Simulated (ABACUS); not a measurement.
# SiO2 (P4_32_12) in ABACUS: settings compared

One crystal, SiO2, is run at these levels: LDA, RPBE, RPBE+D3, RPBE+D3(BJ), RPBE+D3(BJ)+ABC; tasks: single point.

Everything below comes from runs of ABACUS 3.10.1. Logs are shortened: lines on timing, memory, paths and dates and some standing lists are left out, and cuts for length are marked.

### 1 The structure

Symmetry: P4_32_12, No. 96, tetragonal system. Conventional cell: a = 4.976 Å, b = 4.976 Å, c = 6.901 Å, α = 90.00°, β = 90.00°, γ = 90.00°. Si (site symmetry 2) has 4 O at 1.61 Å as nearest neighbours. O (site symmetry 1) has 2 Si at 1.61 Å as nearest neighbours.

The cell comes from a database or a generator and needn't be the stable form of this composition.

### 2 Single point, LDA

run_abacus.py

```python
"""ABACUS run from a structure file: ASE reads it, the script writes STRU, KPT and INPUT."""
import re
import subprocess
from ase.io import read
from ase.units import Bohr

atoms = read("POSCAR")
atoms = atoms[(-atoms.numbers).argsort(kind="stable")]  # ABACUS lists atoms element by element
pseudo = {'Si': 'Si.upf', 'O': 'O.upf'}
orbital = {}
magmoms = None
kmesh = [5, 5, 3]
params = {
    'suffix': 'SiO2',
    'calculation': 'scf',
    'basis_type': 'pw',
    'pseudo_dir': './',
    'symmetry': 1,
    'dft_functional': 'pz',
    'ecutwfc': 84,
    'pseudo_rcut': 7,
    'nspin': 1,
    'nbands': 45,
    'ks_solver': 'dav',
    'smearing_method': 'fd',
    'smearing_sigma': 0.00367493,
    'scf_thr': 1e-08,
    'scf_nmax': 100,
    'mixing_type': 'broyden',
    'mixing_beta': 0.7,
    'cal_force': 1,
    'cal_stress': 1,
    'out_chg': 1,
    'kpar': 4,
}

symbols = atoms.get_chemical_symbols()
elements = list(dict.fromkeys(symbols))
lines = ["ATOMIC_SPECIES"] + [f"{e} {atoms.get_masses()[symbols.index(e)]:.4f} {pseudo[e]}" for e in elements]
if orbital:
    lines += ["", "NUMERICAL_ORBITAL"] + [orbital[e] for e in elements]
lines += ["", "LATTICE_CONSTANT", f"{1 / Bohr:.10f}", "", "LATTICE_VECTORS"]
lines += [" ".join(f"{x:.10f}" for x in v) for v in atoms.cell]
lines += ["", "ATOMIC_POSITIONS", "Direct"]
for e in elements:
    lines += ["", e, "0.0", str(symbols.count(e))]
    for i, p in enumerate(atoms.get_scaled_positions(wrap=False)):
        if symbols[i] == e:
            mag = "" if magmoms is None else " mag " + " ".join(str(x) for x in (magmoms[i] if isinstance(magmoms[i], list) else [magmoms[i]]))
            lines.append(" ".join(f"{x:.10f}" for x in p) + " 1 1 1" + mag)
open("STRU", "w").write("\n".join(lines) + "\n")
open("KPT", "w").write("K_POINTS\n0\nGamma\n%d %d %d 0 0 0\n" % tuple(kmesh))
open("INPUT", "w").write("INPUT_PARAMETERS\n" + "".join(f"{k:<20s}{v}\n" for k, v in params.items()))

done = subprocess.run(['mpirun', '-np', '4', 'abacus'])
if done.returncode:
    raise SystemExit(done.returncode)
log = open("OUT.SiO2/running_scf.log").read()
print("final energy (eV):", re.findall(r"FINAL_ETOT_IS (\S+)", log))
```

POSCAR

```
SiO2
1.0
    4.9755888200      0.0000000000      0.0000000000
    0.0000000000      4.9755888200      0.0000000000
    0.0000000000      0.0000000000      6.9008894400
Si O
4 8
Direct
    0.8032465600      0.8032465600      0.5000000000
    0.6967534400      0.3032465600      0.2500000000
    0.3032465600      0.6967534400      0.7500000000
    0.1967534400      0.1967534400      0.0000000000
    0.7617576300      0.1103870700      0.4320415600
    0.8896129300      0.2382423700      0.0679584400
    0.1103870700      0.7617576300      0.5679584400
    0.2617576300      0.3896129300      0.8179584400
    0.2382423700      0.8896129300      0.9320415600
    0.7382423700      0.6103870700      0.3179584400
    0.3896129300      0.2617576300      0.1820415600
    0.6103870700      0.7382423700      0.6820415600
```

Potentials or basis: PseudoDojo NC SR 0.4.1 LDA standard, plane waves.

Started as:

```console
$ OMP_NUM_THREADS=1 python run_abacus.py > log
```

running log:

```text
ABACUS v3.10.1

               Atomic-orbital Based Ab-initio Computation at UStc

 ------------------------------------------------------------------------------------

 READING GENERAL INFORMATION
                           global_out_dir = OUT.SiO2/
                           global_in_card = INPUT
                               pseudo_dir = ./
                              orbital_dir =
                                    DSIZE = 4
                                    GSIZE = 1

 READING UNITCELL INFORMATION
                                    ntype = 2
                  lattice constant (Bohr) = 1.88973
              lattice constant (Angstrom) = 1

 READING ATOM TYPE 1
                               atom label = Si
                      L=0, number of zeta = 1
                      L=1, number of zeta = 1
                      L=2, number of zeta = 1
             number of atom for this type = 4

 READING ATOM TYPE 2
                               atom label = O
                      L=0, number of zeta = 1
                      L=1, number of zeta = 1
                      L=2, number of zeta = 1
             number of atom for this type = 8

                        TOTAL ATOM NUMBER = 12
DIRECT COORDINATES
    atom                   x                   y                   z     mag                  vx                  vy                  vz
taud_Si1            0.8032465600        0.8032465600        0.5000000000  0.0000        0.0000000000        0.0000000000        0.0000000000
taud_Si2            0.6967534400        0.3032465600        0.2500000000  0.0000        0.0000000000        0.0000000000        0.0000000000
taud_Si3            0.3032465600        0.6967534400        0.7500000000  0.0000        0.0000000000        0.0000000000        0.0000000000
taud_Si4            0.1967534400        0.1967534400        0.0000000000  0.0000        0.0000000000        0.0000000000        0.0000000000
taud_O1            0.7617576300        0.1103870700        0.4320415600  0.0000        0.0000000000        0.0000000000        0.0000000000
taud_O2            0.8896129300        0.2382423700        0.0679584400  0.0000        0.0000000000        0.0000000000        0.0000000000
taud_O3            0.1103870700        0.7617576300        0.5679584400  0.0000        0.0000000000        0.0000000000        0.0000000000
taud_O4            0.2617576300        0.3896129300        0.8179584400  0.0000        0.0000000000        0.0000000000        0.0000000000
taud_O5            0.2382423700        0.8896129300        0.9320415600  0.0000        0.0000000000        0.0000000000        0.0000000000
taud_O6            0.7382423700        0.6103870700        0.3179584400  0.0000        0.0000000000        0.0000000000        0.0000000000
taud_O7            0.3896129300        0.2617576300        0.1820415600  0.0000        0.0000000000        0.0000000000        0.0000000000
taud_O8            0.6103870700        0.7382423700        0.6820415600  0.0000        0.0000000000        0.0000000000        0.0000000000

                          Volume (Bohr^3) = 1152.9
                             Volume (A^3) = 170.842

 Lattice vectors: (Cartesian coordinate: in unit of a_0)
             +4.97559                  +0                  +0
[... 223 lines left out ...]

 Density error is 2.91686401934
                          Error Threshold = 0.01
----------------------------------------------------------
     Energy           Rydberg                 eV
----------------------------------------------------------
 E_KohnSham     -298.4150091348      -4060.1444929550
 E_Harris       -275.4395229380      -3747.5469663580
 E_Fermi        0.2835729238         3.8582075626
----------------------------------------------------------
[... 75 lines left out ...]
 Density error is 1.37972527944e-09
                          Error Threshold = 4.72978395748e-10
----------------------------------------------------------
     Energy           Rydberg                 eV
----------------------------------------------------------
 E_KohnSham     -299.4665269271      -4074.4511264786
 E_KS(sigma->0) -299.4665269271      -4074.4511264786
 E_Harris       -299.4662527942      -4074.4473967102
 E_band         -27.1082773565       -368.8270350129
 E_one_elec     -175.0727786996      -2381.9873550082
 E_Hartree      118.6027213178       1613.6728082288
 E_xc           -79.7818017451       -1085.4871004402
 E_Ewald        -163.2146678001      -2220.6494792589
 E_entropy(-TS) -0.0000000000        -0.0000000000
 E_descf        0.0000000000         0.0000000000
 E_exx          0.0000000000         0.0000000000
 E_Fermi        0.3907097714         5.3158791556
----------------------------------------------------------

 charge density convergence is achieved
 final etot is -4074.4511265 eV
 EFERMI = 5.3158791556 eV

 STATE ENERGY(eV) AND OCCUPATIONS    NSPIN == 1
 1/3 kpoint (Cartesian) = 0.0000 0.0000 0.0000 (15039 pws)
       1       -18.0581      0.0266667
       2       -17.1233      0.0266667
       3       -17.1233      0.0266667
       4       -15.9065      0.0266667
       5       -15.8612      0.0266667
       6       -15.8599      0.0266667
[... 131 lines left out ...]
      44        12.3224    1.47844e-62
      45        12.6226    3.65590e-65

------------------------------------------------------------------------------------------
 TOTAL-FORCE (eV/Angstrom)
------------------------------------------------------------------------------------------
                       Si1        -0.0255263567        -0.0255263567         0.0000000000
                       Si2         0.0255263567        -0.0255263567         0.0000000000
                       Si3        -0.0255263567         0.0255263567         0.0000000000
                       Si4         0.0255263567         0.0255263567         0.0000000000
                        O1        -0.0093822869        -0.1004314543        -0.1505809340
                        O2         0.1004314543         0.0093822869         0.1505809340
                        O3        -0.1004314543        -0.0093822869         0.1505809340
                        O4        -0.0093822869         0.1004314543         0.1505809340
                        O5         0.0093822869         0.1004314543        -0.1505809340
                        O6         0.0093822869        -0.1004314543         0.1505809340
                        O7         0.1004314543        -0.0093822869        -0.1505809340
                        O8        -0.1004314543         0.0093822869        -0.1505809340
------------------------------------------------------------------------------------------

----------------------------------------------------------------
 TOTAL-STRESS (KBAR)
----------------------------------------------------------------
       -29.0513279667         0.0000000000        -0.0000000000
         0.0000000000       -29.0513279667         0.0000000000
         0.0000000000         0.0000000000       -28.3220406957
----------------------------------------------------------------
 TOTAL-PRESSURE: -28.808232 KBAR

 --------------------------------------------
 !FINAL_ETOT_IS -4074.4511264785555795 eV
 --------------------------------------------
```

Wall time 42 s (4 MPI ranks of Intel Xeon 6975P-C (Granite Rapids), shared host); peak memory 1.3 GiB.

What came out:

```
Free energy            : -4074.4511 eV
Pressure               : -2.9 GPa
Largest force          : 0.181 eV/Å
Band gap on the k mesh : 5.53 eV, direct
```

Forces in eV/Å, atoms in the order of the input:
```
Si  -0.026 -0.026  0.000
Si   0.026 -0.026  0.000
Si  -0.026  0.026  0.000
Si   0.026  0.026  0.000
O   -0.009 -0.100 -0.151
O    0.100  0.009  0.151
O   -0.100 -0.009  0.151
O   -0.009  0.100  0.151
O    0.009  0.100 -0.151
O    0.009 -0.100  0.151
O    0.100 -0.009 -0.151
O   -0.100  0.009 -0.151
```

Levels at points of the mesh, in eV from the valence-band top:
| k point | band 29 | band 30 | band 31 | band 32 |
| --- | --- | --- | --- | --- |
| (0.00, 0.00, 0.00) | -0.70 | -0.31 | -0.31 | 0.00 |

Caveat: there are fewer bands than atomic start orbitals, so a level may be missed at k points of high symmetry; an odd mesh through Γ misses points on the zone boundary, where band edges often lie.

### 3 Single point, RPBE

INPUT

```
INPUT_PARAMETERS
suffix              SiO2
calculation         scf
basis_type          lcao
pseudo_dir          ./
orbital_dir         ./
symmetry            1
dft_functional      GGA_X_RPBE+GGA_C_PBE
ecutwfc             100
pseudo_rcut         7
nspin               1
nbands              39
ks_solver           genelpa
smearing_method     fd
smearing_sigma      0.00367493
scf_thr             1e-07
scf_nmax            100
mixing_type         broyden
mixing_beta         0.7
cal_force           1
cal_stress          1
out_mul             1
```

STRU

```
ATOMIC_SPECIES
Si 28.0850 Si.upf
O 15.9990 O.upf

NUMERICAL_ORBITAL
Si_confined-atom_7au_2s2p1d.orb
O_confined-atom_6au_2s2p1d.orb

LATTICE_CONSTANT
9.4025001785

LATTICE_VECTORS
1.0000000000 0.0000000000 0.0000000000
0.0000000000 1.0000000000 0.0000000000
0.0000000000 0.0000000000 1.3869493018

ATOMIC_POSITIONS
Cartesian

Si
0.0
4
0.8032465600 0.8032465600 0.6934746509 1 1 1
0.6967534400 0.3032465600 0.3467373255 1 1 1
0.3032465600 0.6967534400 1.0402119764 1 1 1
0.1967534400 0.1967534400 0.0000000000 1 1 1

O
0.0
8
0.7617576300 0.1103870700 0.5992197400 1 1 1
0.8896129300 0.2382423700 0.0942549109 1 1 1
0.1103870700 0.7617576300 0.7877295618 1 1 1
0.2617576300 0.3896129300 1.1344668873 1 1 1
0.2382423700 0.8896129300 1.2926943909 1 1 1
0.7382423700 0.6103870700 0.4409922364 1 1 1
0.3896129300 0.2617576300 0.2524824145 1 1 1
0.6103870700 0.7382423700 0.9459570654 1 1 1
```

KPT

```
K_POINTS
0
Gamma
6 6 4 0 0 0
```

Potentials or basis: PseudoDojo NC SR 0.4.1 PBE standard, DZP LCAO (the cutoffs set its grid).

Started as:

```console
$ OMP_NUM_THREADS=1 mpirun -np 4 abacus > log
```

running log:

```text
ABACUS v3.10.1

               Atomic-orbital Based Ab-initio Computation at UStc

 ------------------------------------------------------------------------------------

 READING GENERAL INFORMATION
                           global_out_dir = OUT.SiO2/
                           global_in_card = INPUT
                               pseudo_dir = ./
                              orbital_dir = ./
                                    DSIZE = 4
                                    GSIZE = 1

 READING UNITCELL INFORMATION
                                    ntype = 2
                  lattice constant (Bohr) = 9.4025
              lattice constant (Angstrom) = 4.97559

 READING ATOM TYPE 1
[... 658 lines left out ...]
                       Si1        -0.1638152853        -0.1638152853         0.0000000000
                       Si2         0.1638152853        -0.1638152853         0.0000000000
                       Si3        -0.1638152853         0.1638152853         0.0000000000
                       Si4         0.1638152853         0.1638152853         0.0000000000
                        O1         0.1071183342         0.4207204514         0.6454341523
                        O2        -0.4207204514        -0.1071183342        -0.6454341523
                        O3         0.4207204514         0.1071183342        -0.6454341523
                        O4         0.1071183342        -0.4207204514        -0.6454341523
                        O5        -0.1071183342        -0.4207204514         0.6454341523
                        O6        -0.1071183342         0.4207204514        -0.6454341523
                        O7        -0.4207204514         0.1071183342         0.6454341523
                        O8         0.4207204514        -0.1071183342         0.6454341523
------------------------------------------------------------------------------------------

----------------------------------------------------------------
 TOTAL-STRESS (KBAR)
----------------------------------------------------------------
        92.1881954113         0.0000000000         0.0000000000
         0.0000000000        92.1881954113        -0.0000000000
         0.0000000000         0.0000000000        98.9900038859
----------------------------------------------------------------
 TOTAL-PRESSURE: 94.455465 KBAR

 --------------------------------------------
 !FINAL_ETOT_IS -4075.0990835882298597 eV
 --------------------------------------------
```

stdout:

```text
ABACUS v3.10.1

               Atomic-orbital Based Ab-initio Computation at UStc

 dft_functional readin is: GGA_X_RPBE+GGA_C_PBE
 dft_functional in pseudopot file is: PBE
 Please make sure this is what you need
 dft_functional readin is: GGA_X_RPBE+GGA_C_PBE
[... 34 lines left out ...]
 GE10    -4.07509908e+03   3.86697195e-12   4.8585e-08   0.51
----------------------------------------------------------------
 TOTAL-STRESS (KBAR)
----------------------------------------------------------------
        92.1881954113         0.0000000000         0.0000000000
         0.0000000000        92.1881954113        -0.0000000000
         0.0000000000         0.0000000000        98.9900038859
----------------------------------------------------------------
 TOTAL-PRESSURE: 94.455465 KBAR
```

Wall time 7 s (4 MPI ranks of AMD EPYC 9R45 (Zen 5), shared host); peak memory 0.56 GiB.

What came out:

- Free energy: -4075.0991 eV
- Pressure: 9.4 GPa
- Largest force: 0.778 eV/Å
- Band gap on the k mesh: 6.53 eV, direct
- Mulliken charges: Si +0.31, +0.30; O -0.17, -0.14 e

Forces in eV/Å, atoms in the order of the input:
```
Si  -0.164 -0.164  0.000
Si   0.164 -0.164  0.000
Si  -0.164  0.164  0.000
Si   0.164  0.164  0.000
O    0.107  0.421  0.645
O   -0.421 -0.107 -0.645
O    0.421  0.107 -0.645
O    0.107 -0.421 -0.645
O   -0.107 -0.421  0.645
O   -0.107  0.421 -0.645
O   -0.421  0.107  0.645
O    0.421 -0.107  0.645
```

Stress tensor (GPa, compression positive):
```
9.22 0.00 0.00
0.00 9.22 0.00
0.00 0.00 9.90
```

Caveat: the atomic orbitals were generated for these runs and aren't a published set; Mulliken charges move with the basis; the potentials were made for another functional, which shifts forces and pressure; the basis of atomic orbitals isn't converged, which shifts pressures, moduli and gaps.

### 4 Single point, RPBE+D3

INPUT, as its differences from that of step 3:

```diff
@@ -21,2 +21,6 @@
 cal_stress          1
+vdw_method          d3_0
 out_mul             1
+out_chg             1
+out_pot             2
+out_elf             1
```

STRU is that of step 3.

KPT is that of step 3.

Started as:

```console
$ OMP_NUM_THREADS=1 mpirun -np 4 abacus > log
```

Wall time 7.6 s (4 MPI ranks of AMD EPYC 9R45 (Zen 5), shared host); peak memory 0.6 GiB.

Results (log left out):

* Free energy: -4076.7091 eV
* Pressure: 7.3 GPa
* Largest force: 0.786 eV/Å
* Band gap on the k mesh: 6.53 eV, direct
* Mulliken charges: Si +0.31, +0.30; O -0.17, -0.14 e
* Dispersion energy per atom: -0.134 eV

Forces on the atoms (eV/Å):
```
Si  -0.157 -0.157  0.000
Si   0.157 -0.157  0.000
Si  -0.157  0.157  0.000
Si   0.157  0.157  0.000
O    0.110  0.433  0.647
O   -0.433 -0.110 -0.647
O    0.433  0.110 -0.647
O    0.110 -0.433 -0.647
O   -0.110 -0.433  0.647
O   -0.110  0.433 -0.647
O   -0.433  0.110  0.647
O    0.433 -0.110  0.647
```

Stress tensor (GPa, compression positive):
```
7.04 0.00 0.00
0.00 7.04 0.00
0.00 0.00 7.71
```

Levels at points of the mesh, in eV from the valence-band top:
| k point | band 29 | band 30 | band 31 | band 32 | band 33 | band 34 | band 35 | band 36 |
| --- | --- | --- | --- | --- | --- | --- | --- | --- |
| (0.00, 0.00, 0.00) | -0.71 | -0.33 | -0.33 | 0.00 | 6.53 | 8.76 | 8.76 | 9.69 |
| (0.50, 0.00, 0.00) | -0.65 | -0.65 | -0.51 | -0.51 | 8.39 | 8.39 | 9.35 | 9.35 |
| (0.50, 0.50, 0.00) | -0.61 | -0.61 | -0.55 | -0.55 | 8.98 | 8.98 | 9.17 | 9.17 |
| (0.00, 0.00, 0.50) | -0.56 | -0.56 | -0.39 | -0.39 | 7.71 | 7.71 | 9.35 | 9.35 |
| (0.50, 0.00, 0.50) | -0.95 | -0.95 | -0.20 | -0.20 | 8.34 | 8.34 | 9.75 | 9.75 |
| (0.50, 0.50, 0.50) | -0.62 | -0.62 | -0.62 | -0.62 | 9.54 | 9.54 | 9.54 | 9.54 |

Caveat: the atomic orbitals were generated for these runs and aren't a published set; Mulliken charges move with the basis; the potentials were made for another functional, which shifts forces and pressure; the basis of atomic orbitals isn't converged, which shifts pressures, moduli and gaps.

[end of part 1 of 2]
